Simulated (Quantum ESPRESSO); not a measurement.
# FeO (Wuestite) (R-3m) in Quantum ESPRESSO: single point with PBEsol

Aim: the single point of FeO (Wuestite) with PBEsol.

Everything below comes from runs of Quantum ESPRESSO 7.5. Logs are shortened: lines on timing, memory, paths and dates and some standing lists are left out, and cuts for length are marked.

### Step 1. The structure

Symmetry: R-3m, No. 166, trigonal system. Conventional cell: a = 3.038 Å, b = 3.038 Å, c = 7.559 Å, α = 90.00°, β = 90.00°, γ = 120.00°. Around Fe (site symmetry -3m) lie 6 O at 2.16 Å. O (site symmetry -3m) is surrounded by 6 Fe at 2.16 Å.

### Step 2. Single point, PBEsol, collinear spin, ferromagnetic start

The input, run.py:

```python
import numpy as np
from ase.calculators.espresso import Espresso, EspressoProfile
from ase.io import read

atoms = read('POSCAR')
atoms.set_initial_magnetic_moments([3.0, 0.0])

input_data = {
    'control': {'calculation': 'scf', 'prefix': 'pwscf', 'outdir': './tmp', 'tprnfor': True, 'tstress': True, 'disk_io': 'nowf'},
    'system': {'ecutwfc': 56.0, 'ecutrho': 448.0, 'nbnd': 21, 'occupations': 'smearing', 'smearing': 'fd', 'degauss': 0.00367493, 'nspin': 2},
    'electrons': {'conv_thr': 4e-10, 'electron_maxstep': 120, 'mixing_beta': 0.3},
}
pseudopotentials = {'Fe': 'fe_pbesol_v1.5.uspp.F.UPF', 'O': 'o_pbesol_v1.2.uspp.F.UPF'}
profile = EspressoProfile(command='mpirun -n 2 pw.x -nk 2', pseudo_dir='pseudo')
dft = Espresso(profile=profile, input_data=input_data, pseudopotentials=pseudopotentials, kpts=(11, 11, 11), koffset=(0, 0, 0))
atoms.calc = dft

print(f'energy {atoms.get_potential_energy():.8f} eV')
print('forces (eV/A)')
print(np.round(atoms.get_forces(), 6))
print('stress (eV/A^3, Voigt)')
print(np.round(atoms.get_stress(), 8))
print(f'Fermi level {dft.get_fermi_level():.4f} eV')
```

The input, POSCAR:

```
FeO
1.0
    1.5188209023      0.8768916568      2.5195772846
   -1.5188209023      0.8768916568      2.5195772846
    0.0000000000     -1.7537833136      2.5195772846
Fe O
1 1
Direct
    0.0000000000      0.0000000000      0.0000000000
    0.5000000000      0.5000000000      0.5000000000
```

Potentials or basis: GBRV 1.5 PBEsol.

Command:

```sh
$ OMP_NUM_THREADS=1 python run.py
```

Log:

```text
energy -3842.35910536 eV
forces (eV/A)
[[-0.  0.  0.]
 [ 0. -0. -0.]]
stress (eV/A^3, Voigt)
[ 0.05636386  0.05636386  0.06228598 -0.         -0.         -0.        ]
Fermi level 14.2782 eV
```

espresso.pwi:

```text
&CONTROL
   calculation      = 'scf'
   tstress          = .true.
   tprnfor          = .true.
   outdir           = './tmp'
   prefix           = 'pwscf'
   disk_io          = 'nowf'
   pseudo_dir       = 'pseudo'
/
&SYSTEM
   nbnd             = 21
   ecutwfc          = 56.0
   ecutrho          = 448.0
   occupations      = 'smearing'
   degauss          = 0.00367493
   smearing         = 'fd'
   nspin            = 2
   starting_magnetization(1) = 3.0
   starting_magnetization(2) = 0.0
   ntyp             = 2
   nat              = 2
   ibrav            = 0
/
&ELECTRONS
   electron_maxstep = 120
   conv_thr         = 4e-10
   mixing_beta      = 0.3
/
&IONS
/
&CELL
/
&FCP
/
&RISM
/
ATOMIC_SPECIES
Fe  55.845 fe_pbesol_v1.5.uspp.F.UPF
O  15.999 o_pbesol_v1.2.uspp.F.UPF

K_POINTS automatic
11 11 11  0 0 0

CELL_PARAMETERS angstrom
1.51882090230000 0.87689165680000 2.51957728460000
-1.51882090230000 0.87689165680000 2.51957728460000
0.00000000000000 -1.75378331360000 2.51957728460000

ATOMIC_POSITIONS angstrom
Fe  0.0000000000 0.0000000000 0.0000000000  
O  0.0000000000 0.0000000000 3.7793659269
```

espresso.pwo:

```text
This program is part of the open-source Quantum ESPRESSO suite
     for quantum simulation of materials; please cite
         "P. Giannozzi et al., J. Phys.:Condens. Matter 21 395502 (2009);
         "P. Giannozzi et al., J. Phys.:Condens. Matter 29 465901 (2017);
         "P. Giannozzi et al., J. Chem. Phys. 152 154105 (2020);
     in publications or presentations arising from this work. More details at

Warning: card &CELL ignored
Warning: card &FCP ignored
Warning: card &RISM ignored

     Message from routine setup:
     using ibrav=0 with symmetry is DISCOURAGED, use correct ibrav instead

     K-points division:     npool     =       2
     Subspace diagonalization in iterative solution of the eigenvalue problem:
     a serial algorithm will be used

     G-vector sticks info
     --------------------
     sticks:   dense  smooth     PW     G-vecs:    dense   smooth      PW
     Sum        1035     513    163                21837     7727    1459

     Using Slab Decomposition

     bravais-lattice index     =            0
     lattice parameter (alat)  =       5.8012  a.u.
     unit-cell volume          =     135.8714 (a.u.)^3
     number of atoms/cell      =            2
     number of atomic types    =            2
     number of electrons       =        22.00
     number of Kohn-Sham states=           21
     kinetic-energy cutoff     =      56.0000  Ry
     charge density cutoff     =     448.0000  Ry
     scf convergence threshold =      4.0E-10
     mixing beta               =       0.3000
     number of iterations used =            8  plain     mixing
     Exchange-correlation= SLA  PW   PSX  PSC
                           (   1   4  10   8   0   0   0)

     celldm(1)=   5.801190  celldm(2)=   0.000000  celldm(3)=   0.000000
     celldm(4)=   0.000000  celldm(5)=   0.000000  celldm(6)=   0.000000

     crystal axes: (cart. coord. in units of alat)
               a(1) = (   0.494753   0.285646   0.820747 )
               a(2) = (  -0.494753   0.285646   0.820747 )
               a(3) = (   0.000000  -0.571291   0.820747 )

     reciprocal axes: (cart. coord. in units 2 pi/alat)
               b(1) = (  1.010606  0.583473  0.406134 )
               b(2) = ( -1.010606  0.583473  0.406134 )
               b(3) = (  0.000000 -1.166947  0.406134 )

     PseudoPot. # 1 for Fe read from file:
     fe_pbesol_v1.5.uspp.F.UPF
     Pseudo is Ultrasoft + core correction, Zval = 16.0
     Generated by new atomic code, or converted to UPF format
     Using radial grid of  861 points,  6 beta functions with:
                l(1) =   0
                l(2) =   0
                l(3) =   1
                l(4) =   1
                l(5) =   2
                l(6) =   2
     Q(r) pseudized with  8 coefficients,  rinner =    1.000   1.000   1.000
                                                       1.000   1.000

     PseudoPot. # 2 for O  read from file:
     o_pbesol_v1.2.uspp.F.UPF
     Pseudo is Ultrasoft + core correction, Zval =  6.0
     Generated by new atomic code, or converted to UPF format
     Using radial grid of  737 points,  5 beta functions with:
                l(1) =   0
                l(2) =   0
                l(3) =   1
                l(4) =   1
                l(5) =   2
     Q(r) pseudized with  8 coefficients,  rinner =    0.900   0.900   0.900
                                                       0.900   0.900

     atomic species   valence    mass     pseudopotential
     Fe               16.00    55.84500     Fe( 1.00)
     O                 6.00    15.99900     O ( 1.00)

     Starting magnetic structure
     atomic species   magnetization
     Fe              0.188
     O               0.000

     12 Sym. Ops., with inversion, found

   Cartesian axes

     site n.     atom                  positions (alat units)
         1        Fe     tau(   1) = (   0.0000000   0.0000000   0.0000000  )
         2        O      tau(   2) = (   0.0000000   0.0000000   1.2311209  )

     number of k points=   146  Fermi-Dirac smearing, width (Ry)=  0.0037

     Number of k-points >= 100: set verbosity='high' to print them.

     Dense  grid:    21837 G-vectors     FFT dimensions: (  40,  40,  40)

     Smooth grid:     7727 G-vectors     FFT dimensions: (  27,  27,  27)

     Check: negative core charge=   -0.000030
     Generating pointlists ...
     new r_m :   0.2902 (alat units)  1.6832 (a.u.) for type    1
     new r_m :   0.2902 (alat units)  1.6832 (a.u.) for type    2

     Initial potential from superposition of free atoms

     starting charge      21.0000, renormalised to      22.0000
     Starting wfcs are   17 randomized atomic wfcs +    4 random wfcs

     Self-consistent Calculation

     iteration #  1     ecut=    56.00 Ry     beta= 0.30
     Davidson diagonalization with overlap
     ethr =  1.00E-02,  avg # of iterations =  5.4

     total energy              =    -282.23057325 Ry
     estimated scf accuracy    <       0.66667929 Ry

     total magnetization       =     3.85 Bohr mag/cell
     absolute magnetization    =     3.85 Bohr mag/cell

     iteration #  2     ecut=    56.00 Ry     beta= 0.30
     Davidson diagonalization with overlap
     ethr =  3.03E-03,  avg # of iterations =  1.8

     total energy              =    -282.36158060 Ry
     estimated scf accuracy    <       0.17013536 Ry

     total magnetization       =     3.36 Bohr mag/cell
     absolute magnetization    =     3.36 Bohr mag/cell

     iteration #  3     ecut=    56.00 Ry     beta= 0.30
     Davidson diagonalization with overlap
     ethr =  7.73E-04,  avg # of iterations =  1.3

     total energy              =    -282.39916789 Ry
     estimated scf accuracy    <       0.03106204 Ry

     total magnetization       =     3.96 Bohr mag/cell
     absolute magnetization    =     3.96 Bohr mag/cell

     iteration #  4     ecut=    56.00 Ry     beta= 0.30
     Davidson diagonalization with overlap
     ethr =  1.41E-04,  avg # of iterations =  1.7

     total energy              =    -282.40637957 Ry
     estimated scf accuracy    <       0.01410023 Ry

     total magnetization       =     3.98 Bohr mag/cell
     absolute magnetization    =     3.98 Bohr mag/cell

     iteration #  5     ecut=    56.00 Ry     beta= 0.30
     Davidson diagonalization with overlap
     ethr =  6.41E-05,  avg # of iterations =  1.8

     total energy              =    -282.40789276 Ry
     estimated scf accuracy    <       0.00132052 Ry

     total magnetization       =     4.00 Bohr mag/cell
     absolute magnetization    =     4.01 Bohr mag/cell

     iteration #  6     ecut=    56.00 Ry     beta= 0.30
     Davidson diagonalization with overlap
     ethr =  6.00E-06,  avg # of iterations =  2.9

     total energy              =    -282.40818892 Ry
     estimated scf accuracy    <       0.00005980 Ry

     total magnetization       =     4.00 Bohr mag/cell
     absolute magnetization    =     4.01 Bohr mag/cell

     iteration #  7     ecut=    56.00 Ry     beta= 0.30
     Davidson diagonalization with overlap
     ethr =  2.72E-07,  avg # of iterations =  1.8

     total energy              =    -282.40820079 Ry
     estimated scf accuracy    <       0.00001709 Ry

     total magnetization       =     4.00 Bohr mag/cell
     absolute magnetization    =     4.01 Bohr mag/cell

     iteration #  8     ecut=    56.00 Ry     beta= 0.30
     Davidson diagonalization with overlap
     ethr =  7.77E-08,  avg # of iterations =  1.7

     total energy              =    -282.40820941 Ry
     estimated scf accuracy    <       0.00000457 Ry

     total magnetization       =     4.00 Bohr mag/cell
     absolute magnetization    =     4.01 Bohr mag/cell

     iteration #  9     ecut=    56.00 Ry     beta= 0.30
     Davidson diagonalization with overlap
     ethr =  2.08E-08,  avg # of iterations =  1.0

     total energy              =    -282.40820985 Ry
     estimated scf accuracy    <       0.00000111 Ry

     total magnetization       =     4.00 Bohr mag/cell
     absolute magnetization    =     4.01 Bohr mag/cell

     iteration # 10     ecut=    56.00 Ry     beta= 0.30
     Davidson diagonalization with overlap
     ethr =  5.06E-09,  avg # of iterations =  1.4

     total energy              =    -282.40821002 Ry
     estimated scf accuracy    <       0.00000002 Ry

     total magnetization       =     4.00 Bohr mag/cell
     absolute magnetization    =     4.01 Bohr mag/cell

     iteration # 11     ecut=    56.00 Ry     beta= 0.30
     Davidson diagonalization with overlap
     ethr =  7.49E-11,  avg # of iterations =  1.6

     total energy              =    -282.40821004 Ry
     estimated scf accuracy    <          2.0E-09 Ry

     total magnetization       =     4.00 Bohr mag/cell
     absolute magnetization    =     4.01 Bohr mag/cell

     iteration # 12     ecut=    56.00 Ry     beta= 0.30
     Davidson diagonalization with overlap
     ethr =  8.94E-12,  avg # of iterations =  2.0

     Magnetic moment per site  (integrated on atomic sphere of radius R)
     atom   1 (R=0.290)  charge= 13.5392  magn=  3.4584
     atom   2 (R=0.290)  charge=  5.8153  magn=  0.3217

     End of self-consistent calculation

     Number of k-points >= 100: set verbosity='high' to print the bands.

     the Fermi energy is    14.2782 ev

!    total energy              =    -282.40821006 Ry
     estimated scf accuracy    <          1.0E-10 Ry
     smearing contrib. (-TS)   =      -0.00083218 Ry
     internal energy E=F+TS    =    -282.40737788 Ry

     The total energy is F=E-TS. E is the sum of the following terms:
     one-electron contribution =    -137.04889603 Ry
     hartree contribution      =      80.53973003 Ry
     xc contribution           =     -36.20780744 Ry
     ewald contribution        =    -189.69040444 Ry

     total magnetization       =     4.00 Bohr mag/cell
     absolute magnetization    =     4.01 Bohr mag/cell

     convergence has been achieved in  12 iterations

     Forces acting on atoms (cartesian axes, Ry/au):

     atom    1 type  1   force =    -0.00000000    0.00000000    0.00000000
     atom    2 type  2   force =     0.00000000   -0.00000000   -0.00000000

     Total force =     0.000000     Total SCF correction =     0.000000

     Computing stress (Cartesian axis) and pressure

          total   stress  (Ry/bohr**3)                   (kbar)     P=      -93.47
  -0.00061388   0.00000000   0.00000000          -90.31        0.00        0.00
  -0.00000000  -0.00061388   0.00000000           -0.00      -90.31        0.00
   0.00000000   0.00000000  -0.00067838            0.00        0.00      -99.79

=------------------------------------------------------------------------------=
   JOB DONE.
=------------------------------------------------------------------------------=
```

It took 47 s on 2 MPI ranks of Arm Neoverse V2, shared host; peak memory 0.26 GiB.

Results:

- Free energy: -3842.3594 eV
- Pressure: -9.3 GPa
- Band gap on the k mesh: none (metal or under the smearing width)
- Net moment: 4.00 μB per cell
- Absolute moment: 4.01 μB per cell
- Site moments: Fe +3.46; O +0.32 μB
- Valence electrons inside the program's atomic spheres: Fe 13.54; O 5.82

Caveat: a cell with one magnetic atom can't hold antiferromagnetic order, which such compounds often take; semilocal functionals often make such compounds metallic where correlation or magnetic order opens a gap, which also shifts bond lengths. With open d or f shells a metallic result of PBEsol can be an artefact of self-interaction; +U or a hybrid may open a gap.

### Step 3. For comparison

An earlier run on the cell as given: functional PBEsol; potentials or basis GBRV 1.5 PBEsol; cutoff 762 eV; density cutoff 6095 eV; k mesh 11 × 11 × 11; occupations fermi-dirac, width 0.05 eV; collinear spin, ferromagnetic start; starting moments [3.0, 0.0] μB.

* Pressure: -9.3 GPa
* Band gap on the k mesh: none (metal or under the smearing width)
* Net moment: 4.00 μB per cell
* Absolute moment: 4.01 μB per cell
* Site moments: Fe +3.46; O +0.32 μB
* Valence electrons inside the program's atomic spheres: Fe 13.54; O 5.82
